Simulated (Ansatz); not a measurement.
## Property card for ZnCu$_{2}$SnSe$_{4}$

Computed with DFT PBE, scalar-relativistic, plane waves, PAW in Ansatz 0.2.0.

Cutoff 420 eV; k points 10×10×10 on the computed 8-atom cell (Γ-centred); Gaussian smearing, width 0.10 eV; no spin polarisation.

The structure is relaxed at this level of theory with its symmetry kept. Whether it is the stable form of this composition wasn't checked.

Symmetry: I-4, No. 82, tetragonal system. Conventional cell: a = 5.765 Å, b = 5.765 Å, c = 11.520 Å, α = 90.00°, β = 90.00°, γ = 90.00°. Zn (site symmetry -4) has 4 Se at 2.50 Å as nearest neighbours. Cu (site symmetry -4) has 4 Se at 2.43 Å as nearest neighbours. Cu (site symmetry -4) is surrounded by 4 Se at 2.44 Å. Sn (site symmetry -4) is surrounded by 4 Se at 2.63 Å. Around Se (site symmetry 1) lie 2 Cu at 2.43 to 2.44 Å and 1 Zn at 2.50 Å and 1 Sn at 2.63 Å.

```
Volume per atom                                                   : 23.93 Å³
Formation energy from the elements' standard states (uncorrected) : -0.392 eV/atom
Kohn–Sham band gap                                                : zero, with almost no states at the Fermi level
Density of states at the Fermi level                              : 0.00 states/eV per cell (so small that it hangs on the mesh: a semimetal, or crossings between mesh points)
Löwdin character within 0.5 eV of the Fermi level                 : Se 4p 54 %, Cu 3d 31 %, Sn 5s 8 %
Bader charges (e)                                                 : Zn (1 in the cell) 0.71, Cu (1 in the cell) 0.36, Cu (1 in the cell) 0.37, Sn (1 in the cell) 1.10, Se (4 in the cell) -0.63
```

A ferromagnetic start lost its moments in a first run, so spin was left out; other magnetic orders weren't tried.

Cost: 1 run of about 33 core-minutes, on Intel Xeon Processor @ 2.50GHz (Skylake/Cascade Lake) (shared hosts).